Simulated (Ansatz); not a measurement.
TiAl:

```
CELL_PARAMETERS angstrom
2.86726 0.00000 0.00000
-1.43363 2.48312 0.00000
0.00000 0.00000 4.67808
ATOMIC_POSITIONS crystal
Ti 0.00000 0.00000 0.00000
Al 0.33333 0.66667 0.50000
```

The cell comes from a database or a generator and needn't be the stable form of this composition.

Base run:

- Program: Ansatz 0.2.0
- Functional: PBE
- Potentials or basis: all-electron LAPW, scalar-relativistic
- Cutoff: 225 eV (chosen from the basis error)
- Basis error allowed: 0.001 eV/atom
- k mesh: 11 × 11 × 6
- Occupations: gaussian, width 0.05 eV
- Spin: no spin polarisation

Its results: band gap on the k mesh none (metal or under the smearing width); pressure 0.2 GPa.

Q: The run is repeated on the same cell with these changes: functional from PBE to PBEsol. What comes out?

A: Band gap on the k mesh none (metal or under the smearing width); pressure -2.9 GPa.

PBEsol binds more tightly than PBE, so the same cell stands under less pressure.
